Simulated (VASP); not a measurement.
# ZnO (zincite) (P6_3mc) in VASP: further runs, part 2 of 3

VASP 6.6.1. Earlier steps stand in the parts before.

**3. Relaxation of cell and atoms, PBEsol**

This run uses another cell than the first one, of 11.90 Å³/atom, 1.003 times its volume.

File INCAR:

```
SYSTEM = ZnO
  PREC = Accurate
  ENCUT = 600
  EDIFF = 1E-6
  ISMEAR = 0
  SIGMA = 0.03
  LREAL = .False.
  LASPH = .True.
  NELM = 80
  ALGO = Normal
  ISIF = 3
  LWAVE = .False.
  LCHARG = .False.
  GGA = PS
  IBRION = 2
  NSW = 90
  EDIFFG = -0.01
```

File KPOINTS:

```
Automatic mesh
0
Gamma
  9 9 5
  0 0 0
```

File POSCAR:

```
ZnO
1.0
    3.2493080000      0.0000000000      0.0000000000
   -1.6246540000      2.8139832727      0.0000000000
    0.0000000000      0.0000000000      5.2057090000
Zn O
2 2
Direct
    0.3333333333      0.6666666667      0.5000000000
    0.6666666667      0.3333333333      0.0000000000
    0.6666666667      0.3333333333      0.3790100000
    0.3333333333      0.6666666667      0.8790100000
```

Potentials or basis: VASP PAW PBE potentials, release 64 (Zn, O).

Command:

```console
$ cat potpaw_PBE.64/Zn/POTCAR potpaw_PBE.64/O/POTCAR > POTCAR
$ mpirun -np 1 vasp_std > vasp.out
```

OUTCAR:

```text
SYSTEM = ZnO
   PREC = Accurate
   ENCUT = 600
   EDIFF = 1E-6
   ISMEAR = 0
   LREAL = .False.
   LASPH = .True.
   NELM = 80
   ISIF = 3
   GGA = PS
   IBRION = 2
   NSW = 90
   EDIFFG = -0.01

 ion  position               nearest neighbor table
   1  0.333  0.667  0.500-   4 1.97   3 1.98   3 1.98   3 1.98
   2  0.667  0.333  0.000-   3 1.97   4 1.98   4 1.98   4 1.98
   3  0.667  0.333  0.379-   2 1.97   1 1.98   1 1.98   1 1.98
   4  0.333  0.667  0.879-   1 1.97   2 1.98   2 1.98   2 1.98

  LATTYP: Found a hexagonal cell.
 ALAT       =     3.2493080000
 C/A-ratio  =     1.6020977390

  Lattice vectors:

 A1 = (   3.2493080000,   0.0000000000,   0.0000000000)
 A2 = (  -1.6246540000,   2.8139832727,   0.0000000000)
 A3 = (   0.0000000000,   0.0000000000,   5.2057090000)

Analysis of symmetry for initial positions (statically):
=====================================================================
 Subroutine PRICEL returns:
 Original cell was already a primitive cell.

 Routine SETGRP: Setting up the symmetry group for a
 hexagonal supercell.

 Subroutine GETGRP returns: Found 12 space group operations
 (whereof  6 operations were pure point group operations)
 out of a pool of 24 trial point group operations.

The static configuration has the point symmetry C_3v.
 The point group associated with its full space group is C_6v.

Analysis of symmetry for dynamics (positions and initial velocities):
=====================================================================
 Subroutine PRICEL returns:
 Original cell was already a primitive cell.

 Routine SETGRP: Setting up the symmetry group for a
 hexagonal supercell.

 Subroutine GETGRP returns: Found 12 space group operations
 (whereof  6 operations were pure point group operations)
 out of a pool of 24 trial point group operations.

The dynamic configuration has the point symmetry C_3v.
 The point group associated with its full space group is C_6v.

 Subroutine INISYM returns: Found 12 space group operations
 (whereof  6 operations are pure point group operations),
 and found     1 'primitive' translations

----------------------------------------------------------------------------------------

                                     Primitive cell

  volume of cell :      47.5984

  direct lattice vectors                    reciprocal lattice vectors
     3.249308000  0.000000000  0.000000000     0.307757836  0.177684070  0.000000000
    -1.624654000  2.813983273  0.000000000     0.000000000  0.355368139  0.000000000
     0.000000000  0.000000000  5.205709000     0.000000000  0.000000000  0.192096792

  length of vectors
     3.249308000  3.249308000  5.205709000     0.355368139  0.355368139  0.192096792

  position of ions in fractional coordinates (direct lattice)
     0.333333333  0.666666667  0.500000000
     0.666666667  0.333333333  0.000000000
     0.666666667  0.333333333  0.379010000
     0.333333333  0.666666667  0.879010000

  ion indices of the primitive-cell ions
   primitive index   ion index
                 1           1
                 2           2
[... 53 lines left out ...]
  0.333333  0.222222  0.200000     24.000000
  0.333333  0.333333  0.200000      4.000000
 [... further k-points ...]
   k-points           NKPTS =     36   k-points in BZ     NKDIM =     36   number of bands    NBANDS=     22
   number of dos      NEDOS =    301   number of ions     NIONS =      4
   total plane-waves  NPLWV =  32928
   dimension x,y,z NGX =    28 NGY =   28 NGZ =   42
   dimension x,y,z NGXF=    56 NGYF=   56 NGZF=   84
   ions per type =               2   2
   NGX,Y,Z   is equivalent  to a cutoff of  14.33, 14.33, 13.41 a.u.
   NGXF,Y,Z  is equivalent  to a cutoff of  28.65, 28.65, 26.83 a.u.
 SYSTEM =  ZnO
   PREC   = accura    normal or accurate (medium, high low for compatibility)
   ISTART =      0    job   : 0-new  1-cont  2-samecut
   ICHARG =      2    charge: 1-file 2-atom 10-const
   ISPIN  =      1    spin polarized calculation?
   LNONCOLLINEAR =      F non collinear calculations
   LSORBIT =      F    spin-orbit coupling
   LASPH  =      T    aspherical Exc in radial PAW
   ENCUT  =  600.0 eV  44.10 Ry    6.64 a.u.   6.49  6.49 10.40*2*pi/ulx,y,z
   NELM   =     80;   NELMIN=  2; NELMDL= -5     # of ELM steps
   EDIFF  = 0.1E-05   stopping-criterion for ELM
   LREAL  =      F    real-space projection
   EDIFFG = -.1E-01   stopping-criterion for IOM
   NSW    =     90    number of steps for IOM
   IBRION =      2    ionic relax: 0-MD 1-quasi-New 2-CG
   NFREE  =      1    steps in history (QN), initial steepest desc. (CG)
   ISIF   =      3    stress and relaxation
   ISYM   =      2    0-nonsym 1-usesym 2-fastsym
   POTIM  = 0.5000    time-step for ionic-motion
   TEBEG  =    0.0;   TEEND  =   0.0 temperature during run
   PSTRESS=    0.0 pullay stress
   NELECT =      36.0000    total number of electrons
   NUPDOWN=      -1.0000    fix difference up-down
   EMIN   =  10.00;   EMAX   =-10.00  energy-range for DOS
   EFERMI =   0.00;   METHOD = LEGACY
   ISMEAR =     0;   SIGMA  =   0.03  broadening in eV -4-tet -1-fermi 0-gaus
   EFERMI_NEDOS =   21; number of points for ismear=-14 and -15
   IALGO  =     38    algorithm
   IMIX   =      4    mixing-type and parameters
     AMIX     =   0.40;   BMIX     =  1.00
     AMIX_MAG =   1.60;   BMIX_MAG =  1.00
  volume/ion in A,a.u.               =      11.90        80.30
  Fermi-wavevector in a.u.,A,eV,Ry     =   1.491574  2.818667 30.270160  2.224794
  Thomas-Fermi vector in A             =   2.604212
   LORBIT       =      0    0 simple, 1 ext, 2 COOP (PROOUT), +10 PAW based schemes
   GGA     = PS    functional components
   LHFCALC =     F    Hartree Fock is set to
   AEXX    =    0.0000 exact exchange contribution
   IVDW    =     0    specifies the selected vdW correction
   LEPSILON=     F    determine dielectric tensor
   LRPA    =     F    only Hartree local field effects (RPA)
 conjugate gradient relaxation of ions
 non-spin polarized calculation
 Gauss-broadening in eV      SIGMA  =   0.03
  energy-cutoff  :      600.00
  volume of cell :       47.60
 maximum number of plane-waves:      1605
 NGX is ok and might be reduce to    28
   NGX = 13   NGY = 13   NGZ = 21

--------------------------------------- Ionic step        1  -------------------------------------------

 number of electron      36.0000008 magnetization

 Free energy of the ion-electron system (eV)
  ---------------------------------------------------
  ext. energy  EPLUGINS =         0.00000000
  ---------------------------------------------------
  free energy    TOTEN  =       -19.41388192 eV

  energy without entropy =      -19.41388192  energy(sigma->0) =      -19.41388192

------------------------ aborting loop because EDIFF is reached ----------------------------------------

  FORCE on cell =-STRESS in cart. coord.  units (eV):
  Direction    XX          YY          ZZ          XY          YZ          ZX
  --------------------------------------------------------------------------------------
  -------------------------------------------------------------------------------------
  Total       -0.3667838     -0.3667838      0.1427937      0.0000000      0.0000000      0.0000000
  in kB      -12.3460624    -12.3460624      4.8064836      0.0000000      0.0000000      0.0000000
  external PRESSURE =      -6.6285471 kB  Pullay stress =       0.0000000 kB
[... 253 lines left out ...]
--------------------------------------- Ionic step        8  -------------------------------------------

 number of electron      36.0000009 magnetization

 Free energy of the ion-electron system (eV)
  ---------------------------------------------------
  ext. energy  EPLUGINS =         0.00000000
  ---------------------------------------------------
  free energy    TOTEN  =       -19.41561871 eV

  energy without entropy =      -19.41561871  energy(sigma->0) =      -19.41561871

 E-fermi :   1.3023     XC(G=0): -11.2129

 val. band max:        1.0976256208   @ k =   0.0000   0.0000   0.0000
 cond. band min:       1.7816062702   @ k =   0.0000   0.0000   0.0000
 fundamental gap:      0.6839806494
 Fermi energy:         1.3023089351

 k-point     1 :       0.0000    0.0000    0.0000
  band No.  band energies     occupation
      1     -16.9893      2.00000
      2     -16.2414      2.00000
      3      -4.6687      2.00000
      4      -4.6444      2.00000
      5      -4.6444      2.00000
      6      -4.6002      2.00000
[... 589 lines left out ...]
     21       8.7970      0.00000
     22       9.0948      0.00000

 [... further k-points ...]

------------------------ aborting loop because EDIFF is reached ----------------------------------------

  FORCE on cell =-STRESS in cart. coord.  units (eV):
  Direction    XX          YY          ZZ          XY          YZ          ZX
  --------------------------------------------------------------------------------------
  -------------------------------------------------------------------------------------
  Total        0.0071272      0.0071272      0.0225791      0.0000000     -0.0000000      0.0000000
  in kB        0.2411194      0.2411194      0.7638693      0.0000000     -0.0000000      0.0000000
  external PRESSURE =       0.4153693 kB  Pullay stress =       0.0000000 kB
[... 19 lines left out ...]
  FREE ENERGIE OF THE ION-ELECTRON SYSTEM (eV)
  ---------------------------------------------------
  free  energy   TOTEN  =       -19.4156187129 eV

  energy  without entropy=      -19.4156187129  energy(sigma->0) =      -19.41561871

 reached required accuracy - stopping structural energy minimisation
```

Wall time 90 s (1 thread of Intel Xeon 6975P-C (Granite Rapids), shared host); peak memory 0.2 GiB.

Results:

| Property | Result |
| --- | --- |
| Free energy | -19.4156 eV |
| Relaxed volume | 11.84 Å³/atom |
| Relaxed cell | a = 3.236 Å, b = 3.236 Å, c = 5.222 Å, α = 90.00°, β = 90.00°, γ = 120.00° |
| Space group after relaxing (to 0.05 Å) | P6_3mc (No. 186) |
| Energy gained by relaxing | 0.4 meV/atom |
| Ionic steps | 8 |
| Pressure after relaxing | 0.0 GPa |
| Band gap on the k mesh | 0.68 eV, direct |

The path:
| step | energy change (eV) | largest force (eV/Å) | pressure (GPa) | volume (Å³) |
| --- | --- | --- | --- | --- |
| 1 | 0.0000 | 0.0651 | -0.66 | 47.60 |
| 2 | -0.0014 | 0.0326 | 0.43 | 47.26 |
| 3 | -0.0016 | 0.0060 | 0.06 | 47.35 |
| 4 | -0.0016 | 0.0081 | 0.18 | 47.34 |
| 5 | -0.0017 | 0.0182 | -0.09 | 47.40 |
| 6 | -0.0017 | 0.0143 | -0.05 | 47.38 |
| 7 | -0.0017 | 0.0104 | 0.00 | 47.37 |
| 8 | -0.0017 | 0.0004 | 0.04 | 47.36 |

Final structure:
```
CELL_PARAMETERS angstrom
3.23614 0.00000 0.00000
-1.61807 2.80258 0.00000
0.00000 0.00000 5.22172
ATOMIC_POSITIONS crystal
Zn 0.33333 0.66667 0.49998
Zn 0.66667 0.33333 0.99998
O 0.66667 0.33333 0.37903
O 0.33333 0.66667 0.87903
```

Caveat: the PAW data sets were made with another functional, which shifts forces and pressure a little.

**4. Relaxation of cell and atoms, PBEsol**

This run uses another cell than the first one, of 11.84 Å³/atom, 0.998 times its volume.

INCAR: that of step 3 with these lines changed.

```diff
@@ -3,3 +3,3 @@
   ENCUT = 600
-  EDIFF = 1E-6
+  EDIFF = 1E-7
   ISMEAR = 0
@@ -16,2 +16,2 @@
   NSW = 90
-  EDIFFG = -0.01
+  EDIFFG = -0.005
```

KPOINTS is that of step 3.

File POSCAR:

```
ZnO                                     
1.0
    3.2361380807      0.0000000000      0.0000000000
   -1.6180690403      2.8025777880      0.0000000000
    0.0000000000     -0.0000000000      5.2217173826
  Zn              O             
     2     2
Direct
     0.3333333332999970    0.6666666667000030    0.4999792802737426
     0.6666666667000030    0.3333333332999970    0.9999792802737425
     0.6666666667000030    0.3333333332999970    0.3790307197262584
     0.3333333332999970    0.6666666667000030    0.8790307197262585
```

Command:

```console
$ cat potpaw_PBE.64/Zn/POTCAR potpaw_PBE.64/O/POTCAR > POTCAR
$ mpirun -np 1 vasp_std > vasp.out
```

Wall time 38 s (1 thread of Intel Xeon 6975P-C (Granite Rapids), shared host); peak memory 0.19 GiB.

Results (log left out):

* Free energy: -19.4152 eV
* Relaxed volume: 11.85 Å³/atom
* Relaxed cell: a = 3.237 Å, b = 3.237 Å, c = 5.224 Å, α = 90.00°, β = 90.00°, γ = 120.00°
* Space group after relaxing (to 0.05 Å): P6_3mc (No. 186)
* Energy gained by relaxing: 0.0 meV/atom
* Ionic steps: 2
* Pressure after relaxing: -0.1 GPa
* Band gap on the k mesh: 0.68 eV, direct

Forces in eV/Å, atoms in the order of the input:
```
Zn   0.000  0.000  0.002
Zn   0.000  0.000  0.002
O    0.000  0.000 -0.002
O    0.000  0.000 -0.002
```

Final structure:
```
Zn O
1.0
     3.23676    0.00000    0.00000
    -1.61838    2.80312    0.00000
     0.00000    0.00000    5.22386
Zn O
2 2
Direct
  0.33333 0.66667 0.49998
  0.66667 0.33333 0.99998
  0.66667 0.33333 0.37903
  0.33333 0.66667 0.87903
```

Levels at points of the mesh, in eV from the valence-band top:
| k point | band 14 | band 15 | band 16 | band 17 | band 18 | band 19 | band 20 | band 21 | band 22 |
| --- | --- | --- | --- | --- | --- | --- | --- | --- | --- |
| (0.00, 0.00, 0.00) | -0.81 | -0.81 | -0.09 | 0.00 | 0.00 | 0.68 | 5.13 | 8.08 | 12.80 |

Caveat: the PAW data sets were made with another functional, which shifts forces and pressure a little. A hybrid or GW would open this gap; PBEsol tends to underestimate it.

**5. Relaxation of cell and atoms, LDA**

This run uses another cell than the first one, of 11.90 Å³/atom, 1.003 times its volume.

File INCAR:

```
  PREC = Accurate
  ENCUT = 600
  EDIFF = 1E-6
  ISMEAR = 0
  SIGMA = 0.03
  LREAL = F
  LASPH = T
  NELM = 80
  ALGO = Normal
  ISIF = 3
  LWAVE = F
  LCHARG = F
  GGA = CA
  IBRION = 2
  NSW = 90
  EDIFFG = -0.01
```

File KPOINTS:

```
Automatic mesh
0
Gamma
  9 9 5
```

File POSCAR:

```
ZnO
1.0
    3.2493080000      0.0000000000      0.0000000000
   -1.6246540000      2.8139832727      0.0000000000
    0.0000000000      0.0000000000      5.2057090000
Zn O
2 2
Direct
    0.3333333333      0.6666666667      0.5000000000
    0.6666666667      0.3333333333      0.0000000000
    0.6666666667      0.3333333333      0.3790100000
    0.3333333333      0.6666666667      0.8790100000
```

Potentials or basis: VASP PAW LDA potentials, release 64 (Zn, O).

Command:

```console
$ cat potpaw_LDA.64/Zn/POTCAR potpaw_LDA.64/O/POTCAR > POTCAR
$ mpirun -np 1 vasp_std > vasp.out
```

OUTCAR:

```text
PREC = Accurate
   ENCUT = 600
   EDIFF = 1E-6
   ISMEAR = 0
   LREAL = F
   LASPH = T
   NELM = 80
   ISIF = 3
   GGA = CA
   IBRION = 2
   NSW = 90
   EDIFFG = -0.01

 ion  position               nearest neighbor table
   1  0.333  0.667  0.500-   4 1.97   3 1.98   3 1.98   3 1.98
   2  0.667  0.333  0.000-   3 1.97   4 1.98   4 1.98   4 1.98
   3  0.667  0.333  0.379-   2 1.97   1 1.98   1 1.98   1 1.98
   4  0.333  0.667  0.879-   1 1.97   2 1.98   2 1.98   2 1.98

  LATTYP: Found a hexagonal cell.
 ALAT       =     3.2493080000
 C/A-ratio  =     1.6020977390

  Lattice vectors:

 A1 = (   3.2493080000,   0.0000000000,   0.0000000000)
 A2 = (  -1.6246540000,   2.8139832727,   0.0000000000)
[... 381 lines left out ...]
  ext. energy  EPLUGINS =         0.00000000
  ---------------------------------------------------
  free energy    TOTEN  =       -21.16762732 eV

  energy without entropy =      -21.16762732  energy(sigma->0) =      -21.16762732

 E-fermi :   1.4211     XC(G=0): -11.6904

 val. band max:        1.2851512051   @ k =   0.0000   0.0000   0.0000
 cond. band min:       2.0855761583   @ k =   0.0000   0.0000   0.0000
 fundamental gap:      0.8004249532
 Fermi energy:         1.4211404510

 k-point     1 :       0.0000    0.0000    0.0000
  band No.  band energies     occupation
      1     -16.8812      2.00000
      2     -16.0491      2.00000
      3      -4.7853      2.00000
      4      -4.7102      2.00000
      5      -4.7102      2.00000
      6      -4.6746      2.00000
[... 589 lines left out ...]
     21       9.1721      0.00000
     22       9.3572      0.00000

 [... further k-points ...]

------------------------ aborting loop because EDIFF is reached ----------------------------------------

  FORCE on cell =-STRESS in cart. coord.  units (eV):
  Direction    XX          YY          ZZ          XY          YZ          ZX
  --------------------------------------------------------------------------------------
  -------------------------------------------------------------------------------------
  Total       -0.0014049     -0.0014049      0.0154668      0.0000000      0.0000000      0.0000000
  in kB       -0.0493406     -0.0493406      0.5432147      0.0000000      0.0000000      0.0000000
  external PRESSURE =       0.1481779 kB  Pullay stress =       0.0000000 kB
[... 19 lines left out ...]
  FREE ENERGIE OF THE ION-ELECTRON SYSTEM (eV)
  ---------------------------------------------------
  free  energy   TOTEN  =       -21.1676273180 eV

  energy  without entropy=      -21.1676273180  energy(sigma->0) =      -21.16762732

 reached required accuracy - stopping structural energy minimisation
```

OSZICAR:

```text
N       E                     dE             d eps       ncg     rms          rms(c)
DAV:   1     0.309794364475E+03    0.30979E+03   -0.20682E+04  1592   0.265E+03
DAV:   2     0.902365874282E+01   -0.30077E+03   -0.29033E+03  1686   0.476E+02
[... 80 lines left out ...]
  10 F= -.21167623E+02 E0= -.21167623E+02  d E =-.667327E-04
       N       E                     dE             d eps       ncg     rms          rms(c)
DAV:   1    -0.211680657608E+02   -0.44185E-03   -0.25033E-02  1584   0.165E+00    0.149E-01
DAV:   2    -0.211677418795E+02    0.32388E-03   -0.13703E-03  2086   0.687E-01    0.734E-02
DAV:   3    -0.211676505359E+02    0.91344E-04   -0.70074E-05  2178   0.148E-01    0.353E-02
DAV:   4    -0.211676269839E+02    0.23552E-04   -0.40420E-05  2298   0.897E-02    0.532E-03
DAV:   5    -0.211676273180E+02   -0.33408E-06   -0.71578E-06  1602   0.294E-02
  11 F= -.21167627E+02 E0= -.21167627E+02  d E =-.421400E-05
```

CONTCAR:

```text
ZnO
   1.00000000000000
     3.1939360993978232    0.0000000000000000   -0.0000000000000000
    -1.5969680496989116    2.7660298001237069    0.0000000000000000
     0.0000000000000000    0.0000000000000000    5.1636354070844552
  Zn              O
     2     2
Direct
     0.3333333332999970    0.6666666667000030    0.5003505567281682
     0.6666666667000030    0.3333333332999970    0.0003505567281684
     0.6666666667000030    0.3333333332999970    0.3786594432718326
     0.3333333332999970    0.6666666667000030    0.8786594432718328

  0.00000000E+00  0.00000000E+00  0.00000000E+00
  0.00000000E+00  0.00000000E+00  0.00000000E+00
  0.00000000E+00  0.00000000E+00  0.00000000E+00
  0.00000000E+00  0.00000000E+00  0.00000000E+00
```

It took 4.2 min on 1 thread of Intel Xeon Platinum 8375C at 2.90GHz (Ice Lake), shared host; peak memory 0.18 GiB.

What came out:

| Item | Value |
| --- | --- |
| Free energy | -21.1676 eV |
| Relaxed volume | 11.40 Å³/atom |
| Relaxed cell | a = 3.194 Å, b = 3.194 Å, c = 5.164 Å, α = 90.00°, β = 90.00°, γ = 120.00° |
| Space group after relaxing (to 0.05 Å) | P6_3mc (No. 186) |
| Energy gained by relaxing | 10.4 meV/atom |
| Ionic steps | 11 |
| Pressure after relaxing | 0.0 GPa |
| Largest force after relaxing | 0.004 eV/Å |
| Band gap on the k mesh | 0.80 eV, direct |

Forces in eV/Å, atoms in the order of the input:
```
Zn   0.000  0.000 -0.004
Zn   0.000  0.000 -0.004
O    0.000  0.000  0.004
O    0.000  0.000  0.004
```

The path:
```tsv
step	energy change (eV)	largest force (eV/Å)	pressure (GPa)	volume (Å³)
1	0.0000	0.0554	-6.25	47.60
2	-0.0262	0.0408	4.43	44.47
3	-0.0413	0.0024	0.05	45.61
4	-0.0413	0.0043	-0.06	45.65
5	-0.0414	0.0188	-0.27	45.66
6	-0.0414	0.0185	-0.15	45.66
7	-0.0415	0.0183	0.08	45.59
8	-0.0415	0.0185	0.09	45.58
9	-0.0416	0.0020	0.14	45.58
10	-0.0416	0.0030	0.05	45.59
11	-0.0416	0.0038	0.01	45.62
```

Final structure:
```cif
data_structure
_symmetry_space_group_name_H-M 'P 1'
_symmetry_Int_Tables_number 1
_cell_length_a 3.1939
_cell_length_b 3.1939
_cell_length_c 5.1636
_cell_angle_alpha 90.000
_cell_angle_beta 90.000
_cell_angle_gamma 120.000
_cell_volume 45.62
loop_
_atom_site_label
_atom_site_type_symbol
_atom_site_fract_x
_atom_site_fract_y
_atom_site_fract_z
_atom_site_occupancy
Zn1 Zn 0.33333 0.66667 0.50035 1
Zn2 Zn 0.66667 0.33333 0.00035 1
O1 O 0.66667 0.33333 0.37866 1
O2 O 0.33333 0.66667 0.87866 1
```

Levels at points of the mesh, in eV from the valence-band top:
```csv
k point,band 16,band 17,band 18,band 19,band 20,band 21
"(0.00, 0.00, 0.00)",-0.10,0.00,0.00,0.80,5.27,8.18
```

As with any semilocal functional, this LDA gap is likely too small. LDA usually gives volumes a few per cent too small.

(Continued in part 3 of 3.)
